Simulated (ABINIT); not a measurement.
NbP: single point with PBE

NbP:

```
Nb P
1.0
    -1.67492    1.67492    5.74011
     1.67492   -1.67492    5.74011
     1.67492    1.67492   -5.74011
Nb P
2 2
Direct
  0.24988 0.74988 0.50000
  0.49988 0.49988 0.00000
  0.83275 0.33275 0.50000
  0.08275 0.08275 0.00000
```

The cell is a database's computed one.

```yaml
Program: ABINIT 10.8.3 (patched build)
Task: single point
Functional: PBE
Potentials_or_basis: PseudoDojo NC SR PBE v0.4.1 standard
Cutoff: 952 eV
k_mesh: 8 × 8 × 8
Occupations: fermi-dirac, width 0.05 eV
Spin: no spin polarisation
```

```
Largest force                                         : 0.018 eV/Å
Band gap on the k mesh                                : none (metal or under the smearing width)
Valence electrons inside the program's atomic spheres : Nb 9.40; P 2.87
```

Forces in eV/Å, atoms in the order of the input:
```
Nb   0.000  0.000  0.018
Nb   0.000  0.000  0.018
P    0.000  0.000 -0.018
P    0.000  0.000 -0.018
```

Levels at points of the mesh, in eV from the Fermi level:
| k point | band 15 | band 16 | band 17 | band 18 | band 19 | band 20 | band 21 | band 22 |
| --- | --- | --- | --- | --- | --- | --- | --- | --- |
| (0.00, 0.00, 0.00) | -2.12 | -1.71 | -1.35 | -1.35 | 0.83 | 1.60 | 2.65 | 3.14 |
| (0.50, 0.00, 0.00) | -2.30 | -1.87 | -1.50 | -0.12 | 0.08 | 1.31 | 2.44 | 2.87 |
| (0.50, 0.50, 0.00) | -2.84 | -2.84 | -0.43 | -0.43 | 2.96 | 2.96 | 3.05 | 3.05 |
| (0.50, 0.50, 0.50) | -2.65 | -2.65 | -0.52 | -0.52 | 1.19 | 1.19 | 2.30 | 2.30 |

Run time: 110 s on 4 MPI ranks on Arm Neoverse V2, on a shared host, peak memory 0.64 GiB a rank.
